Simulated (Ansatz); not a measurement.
Born–Oppenheimer molecular dynamics of a periodic cell of 12 atoms, ZrO$_{2}$ (start crystal ZrO2, start structure Fm-3m, volume 1 times the crystal's). It starts from a structure without forces on its atoms.

All numbers below come from DFT PBE-D3(BJ), scalar-relativistic, plane waves, PAW (Ansatz 0.2.0). Settings: accuracy low, PAW set soft_1, cutoff 420 eV, k mesh 2x2x2, fermi-dirac smearing 0.17 eV, no spin polarisation.

- ensemble: NVT, Nosé–Hoover chain
- time step: 1.5 fs
- steps asked: 300
- set temperature: 2000 K
- thermostat: time constant 200 fs, chain length 5
- seed: 175893

Frames 15 fs apart, positions in Å, forces in eV/Å.

Velocities at 165 fs (Å/ps):

```
Zr -3.82 -1.03 -2.12
O 5.52 -1.85 -3.72
O 10.21 21.51 1.52
Zr 4.37 3.50 0.50
O -4.31 -7.90 4.53
O -7.78 -7.03 -5.64
Zr 0.12 -2.47 1.97
O -4.20 -0.02 15.96
O 4.42 12.83 -9.59
Zr -1.01 -4.33 0.02
O -6.32 2.36 1.36
O 4.36 4.79 -6.59
```

```xyz
12
Lattice="5.0650 0.0000 0.0000 0.0000 5.0650 0.0000 0.0000 0.0000 5.0650" Properties=species:S:1:pos:R:3:forces:R:3 time_fs=165 energy_less_start_eV=1.681 T=1170
Zr 0.001 -0.008 -0.058 -1.11 0.45 3.42
O 0.948 0.842 1.508 0.26 -0.62 -1.02
O 3.836 3.602 3.752 -2.20 1.54 2.42
Zr 2.503 2.510 -0.073 1.81 1.61 2.45
O 3.870 3.859 1.358 1.03 1.28 -1.87
O 1.409 1.680 3.749 -1.12 -1.57 -0.18
Zr 2.643 0.009 2.560 -0.82 -0.02 -1.45
O 3.967 1.140 3.870 -1.15 0.05 -1.74
O 1.516 3.270 1.558 0.05 1.48 -1.68
Zr -0.081 2.603 2.548 1.24 -2.42 -1.99
O 1.191 4.258 3.768 1.39 -1.84 0.39
O 3.516 1.329 1.191 0.62 0.06 1.25
12
Lattice="5.0650 0.0000 0.0000 0.0000 5.0650 0.0000 0.0000 0.0000 5.0650" Properties=species:S:1:pos:R:3:forces:R:3 time_fs=180 energy_less_start_eV=1.177 T=1596
Zr -0.059 -0.017 -0.046 1.73 1.53 1.89
O 1.042 0.815 1.401 0.14 1.47 0.14
O 3.836 3.892 3.873 -1.68 -3.59 -1.15
Zr 2.576 2.576 -0.050 -1.15 0.34 -0.07
O 3.888 3.838 1.316 1.02 1.06 -0.09
O 1.290 1.541 3.719 0.64 0.64 1.30
Zr 2.631 -0.025 2.572 -1.84 0.87 -1.30
O 3.819 1.206 3.929 0.12 0.96 -2.18
O 1.523 3.502 1.354 -1.58 -1.02 0.43
Zr -0.078 2.518 2.529 1.65 -0.56 -0.80
O 1.221 4.151 3.782 0.64 -1.50 0.12
O 3.620 1.384 1.231 0.29 -0.20 1.71
12
Lattice="5.0650 0.0000 0.0000 0.0000 5.0650 0.0000 0.0000 0.0000 5.0650" Properties=species:S:1:pos:R:3:forces:R:3 time_fs=195 energy_less_start_eV=1.531 T=1440
Zr -0.085 0.006 0.008 2.82 1.08 -1.56
O 1.160 0.961 1.300 0.17 1.23 0.78
O 3.664 3.834 3.898 2.52 0.50 -1.59
Zr 2.627 2.652 -0.023 -2.51 -1.29 0.42
O 4.004 3.942 1.260 -1.90 -0.70 1.89
O 1.225 1.441 3.837 -0.28 -0.67 0.02
Zr 2.574 -0.041 2.555 -2.17 0.49 -0.13
O 3.677 1.360 3.736 1.31 -1.79 1.71
O 1.355 3.635 1.188 0.19 -0.70 1.12
Zr -0.033 2.415 2.490 3.06 1.07 1.00
O 1.326 3.865 3.799 -1.89 1.38 -0.48
O 3.749 1.408 1.437 -1.33 -0.60 -3.18
12
Lattice="5.0650 0.0000 0.0000 0.0000 5.0650 0.0000 0.0000 0.0000 5.0650" Properties=species:S:1:pos:R:3:forces:R:3 time_fs=210 energy_less_start_eV=1.052 T=1854
Zr -0.052 0.054 0.035 -0.03 -0.56 -1.12
O 1.297 1.249 1.298 -0.22 -1.34 0.62
O 3.737 3.775 3.752 0.55 0.79 1.74
Zr 2.626 2.704 0.011 -0.55 -0.87 -0.76
O 3.909 3.981 1.395 -1.67 -0.94 -0.94
O 1.144 1.272 3.965 0.66 -0.13 -1.19
Zr 2.471 -0.046 2.534 0.16 -0.12 1.03
O 3.684 1.314 3.713 0.06 -1.14 0.83
O 1.197 3.692 1.155 1.09 1.00 0.46
Zr 0.075 2.332 2.471 -0.54 2.05 1.73
O 1.232 3.721 3.758 0.09 1.25 -0.74
O 3.748 1.370 1.303 0.41 0.01 -1.67
12
Lattice="5.0650 0.0000 0.0000 0.0000 5.0650 0.0000 0.0000 0.0000 5.0650" Properties=species:S:1:pos:R:3:forces:R:3 time_fs=225 energy_less_start_eV=2.061 T=1229
Zr -0.017 0.089 0.035 -2.35 -2.22 -0.98
O 1.420 1.391 1.362 -0.06 -1.41 -0.63
O 3.901 3.810 3.797 -1.58 -0.84 2.03
Zr 2.610 2.737 0.030 0.87 -0.08 -1.50
O 3.603 3.883 1.436 1.06 -1.01 -1.42
O 1.156 1.105 3.939 1.16 1.98 -1.17
Zr 2.366 -0.053 2.536 2.32 -0.50 1.50
O 3.706 1.136 3.773 -0.32 1.54 -2.85
O 1.153 3.849 1.179 -0.53 -0.20 -0.65
Zr 0.174 2.299 2.495 -4.30 2.66 2.20
O 1.147 3.725 3.631 2.23 -0.66 0.58
O 3.785 1.324 0.962 1.48 0.74 2.88
12
Lattice="5.0650 0.0000 0.0000 0.0000 5.0650 0.0000 0.0000 0.0000 5.0650" Properties=species:S:1:pos:R:3:forces:R:3 time_fs=240 energy_less_start_eV=1.934 T=1379
Zr -0.029 0.080 0.008 -0.77 -0.13 -1.79
O 1.518 1.369 1.363 -0.79 0.27 -0.47
O 3.907 3.761 4.069 0.85 0.22 -2.26
Zr 2.605 2.758 0.013 -1.70 -3.41 -1.17
O 3.432 3.700 1.365 2.65 2.15 3.44
O 1.273 1.155 3.802 -1.42 0.39 2.04
Zr 2.315 -0.071 2.567 3.50 0.20 -1.31
O 3.717 1.127 3.524 1.16 1.25 -0.59
O 1.056 3.980 1.139 -0.31 -1.93 0.27
Zr 0.183 2.321 2.564 -3.36 0.77 -1.02
O 1.306 3.667 3.581 0.05 -0.36 1.56
O 3.998 1.371 0.927 0.13 0.57 1.31
12
Lattice="5.0650 0.0000 0.0000 0.0000 5.0650 0.0000 0.0000 0.0000 5.0650" Properties=species:S:1:pos:R:3:forces:R:3 time_fs=255 energy_less_start_eV=2.152 T=1293
Zr -0.060 0.066 -0.053 1.15 1.29 1.10
O 1.546 1.348 1.313 0.66 -0.35 0.84
O 3.986 3.722 4.111 0.19 0.15 -1.37
Zr 2.573 2.711 -0.017 0.18 -2.46 3.58
O 3.541 3.723 1.607 -0.37 0.67 -0.73
O 1.263 1.250 3.884 -0.03 -1.51 0.91
Zr 2.339 -0.084 2.572 1.58 0.94 -2.15
O 3.809 1.250 3.214 -2.33 -2.13 4.00
O 0.937 3.887 1.128 1.59 -0.55 0.68
Zr 0.117 2.373 2.612 0.49 2.74 -2.87
O 1.492 3.590 3.697 -1.57 1.87 -0.69
O 4.233 1.478 1.030 -1.54 -0.66 -3.29
12
Lattice="5.0650 0.0000 0.0000 0.0000 5.0650 0.0000 0.0000 0.0000 5.0650" Properties=species:S:1:pos:R:3:forces:R:3 time_fs=270 energy_less_start_eV=1.689 T=1679
Zr -0.067 0.072 -0.098 1.64 -2.04 1.35
O 1.628 1.295 1.361 -0.47 0.23 0.71
O 4.094 3.700 3.985 -1.45 -0.75 1.73
Zr 2.538 2.604 0.021 0.43 -0.60 1.18
O 3.666 3.831 1.777 0.43 -1.18 -3.96
O 1.230 1.206 4.065 0.48 0.96 -2.12
Zr 2.400 -0.075 2.533 -0.69 0.37 0.61
O 3.706 1.186 3.337 0.79 0.50 1.64
O 1.002 3.715 1.188 1.08 1.00 -0.66
Zr 0.047 2.477 2.601 0.52 0.42 -0.88
O 1.496 3.702 3.764 -0.79 -0.05 -0.46
O 4.274 1.552 0.824 -1.97 1.14 0.86
12
Lattice="5.0650 0.0000 0.0000 0.0000 5.0650 0.0000 0.0000 0.0000 5.0650" Properties=species:S:1:pos:R:3:forces:R:3 time_fs=285 energy_less_start_eV=1.596 T=1813
Zr -0.040 0.042 -0.110 0.18 -1.27 0.83
O 1.637 1.276 1.488 -2.25 0.59 -0.60
O 4.029 3.604 4.025 -0.81 0.49 -0.33
Zr 2.511 2.481 0.088 -0.85 1.56 -2.18
O 3.810 3.858 1.503 -0.67 1.87 -0.25
O 1.234 1.250 4.022 -0.78 0.84 -0.84
Zr 2.459 -0.065 2.506 1.16 -1.83 2.17
O 3.642 1.118 3.675 1.10 -0.18 -2.56
O 1.206 3.663 1.187 -0.43 1.33 0.05
Zr -0.007 2.600 2.566 0.53 -0.61 0.07
O 1.386 3.841 3.752 -0.03 -0.53 -0.55
O 4.127 1.692 0.698 2.86 -2.25 4.18
12
Lattice="5.0650 0.0000 0.0000 0.0000 5.0650 0.0000 0.0000 0.0000 5.0650" Properties=species:S:1:pos:R:3:forces:R:3 time_fs=300 energy_less_start_eV=1.231 T=2129
Zr -0.004 -0.019 -0.103 0.68 0.94 -0.15
O 1.411 1.306 1.546 1.39 -1.00 -1.18
O 3.852 3.551 4.021 -0.08 0.44 -2.23
Zr 2.473 2.384 0.114 0.54 0.48 -1.29
O 3.881 4.071 1.187 -1.11 0.01 3.54
O 1.170 1.411 3.870 0.24 0.17 1.51
Zr 2.537 -0.085 2.522 -0.20 1.02 0.60
O 3.718 1.049 3.754 -0.10 0.00 -0.98
O 1.370 3.773 1.176 -0.97 -0.08 -0.27
Zr -0.049 2.708 2.530 1.14 -1.52 0.26
O 1.270 3.919 3.680 0.45 0.21 0.25
O 4.206 1.617 1.040 -1.98 -0.67 -0.04
12
Lattice="5.0650 0.0000 0.0000 0.0000 5.0650 0.0000 0.0000 0.0000 5.0650" Properties=species:S:1:pos:R:3:forces:R:3 time_fs=315 energy_less_start_eV=2.314 T=1414
Zr 0.047 -0.059 -0.098 0.16 2.44 0.31
O 1.328 1.235 1.454 1.30 -0.10 -0.95
O 3.660 3.558 3.783 0.52 -0.21 0.86
Zr 2.442 2.301 0.109 1.09 0.99 0.08
O 3.835 4.269 1.250 1.16 -3.96 -0.37
O 1.123 1.589 3.890 0.36 -0.91 0.89
Zr 2.612 -0.085 2.556 -1.57 2.57 0.09
O 3.797 0.986 3.715 -0.30 1.09 2.39
O 1.403 3.864 1.129 -1.07 -2.17 -0.45
Zr -0.065 2.786 2.498 1.33 -1.86 -0.44
O 1.199 4.021 3.636 -0.27 0.32 0.58
O 4.084 1.435 1.405 -2.72 1.79 -3.00
12
Lattice="5.0650 0.0000 0.0000 0.0000 5.0650 0.0000 0.0000 0.0000 5.0650" Properties=species:S:1:pos:R:3:forces:R:3 time_fs=330 energy_less_start_eV=1.765 T=1835
Zr 0.102 -0.044 -0.082 -1.02 2.28 2.25
O 1.365 1.107 1.268 -3.03 -1.40 1.61
O 3.537 3.536 3.631 0.82 -0.32 1.81
Zr 2.443 2.246 0.103 2.74 3.48 -0.59
O 3.896 4.031 1.315 -0.15 0.31 -1.76
O 1.096 1.651 3.986 -0.91 -1.29 -2.40
Zr 2.656 -0.028 2.589 -0.35 1.50 -1.04
O 3.818 1.040 3.919 -1.49 -0.27 -0.21
O 1.309 3.704 1.052 0.03 -0.78 1.31
Zr -0.052 2.820 2.458 0.72 -3.07 -0.10
O 1.106 4.153 3.632 0.06 -0.65 -1.61
O 3.652 1.446 1.435 2.59 0.24 0.73
```

Of the whole run (450 fs, mean temperature of the second half 1703 K): The conserved energy stayed within 1.2 meV per atom of its start (net change 0.93 meV per atom), so the integration is sound. The mean temperature of the second half is 15 % below the set value. A run of 0.45 ps of so small a system gives no equilibrium averages. Limits of this set-up: coarse k mesh, low accuracy level.

Run time: 12 min on 1 thread of Arm Neoverse V2, with other jobs on the host, peak memory 0.45 GiB.
